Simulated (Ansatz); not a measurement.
## ScAl$_{3}$: a fit and a missing row

ScAl$_{3}$, Pm-3m, a = 4.105 Å. The structure is a Materials Project entry; whether it is the stable form wasn't checked. Ansatz: PBE, PAW, 420 eV, Γ-centred 10×10×10 mesh on 4 atoms, Gaussian smearing 0.10 eV; no spin polarisation. Symmetry fixes shape and atoms, so the cell is only scaled; pressure is positive in compression.

| V (Å³/atom) | P (GPa) |
| --- | --- |
| 16.260 | 6.07 |
| 16.779 | 2.80 |
| 17.298 | -0.01 |
| 17.816 | ? |
| 18.335 | -4.45 |

Question: Take V0 = 17.298 Å³/atom, count pressures from its P0 = -0.01 GPa, fit the third-order Birch–Murnaghan form to the other rows, and predict the missing pressure.

Answer: With the Eulerian strain f = ½[(V0/V)^(2/3) − 1] and y = (P − P0)/[3f(1 + 2f)^(5/2)], the form is the line y = B0 + 1.5 B0 (B0′ − 4) f. Rows (f, y): 0.02106, 86.8; 0.01026, 86.8; -0.01904, 85.7. Means f = 0.004093, y = 86.433; Σ(Δf)² = 0.0008610, ΣΔfΔy = 0.02545; the slope is their ratio. y = 86.31 + 29.55 f GPa, so B0 = 86.3 GPa and B0′ = 4 + 2 × (29.55)/(3 × 86.31) = 4.23. At V = 17.816, f = -0.00974, y = 86.02 and P = -2.40 GPa. The run gave -2.41 GPa, so the fit is 0.01 GPa too high, within twice the rms miss on the fitted rows (0.007 GPa).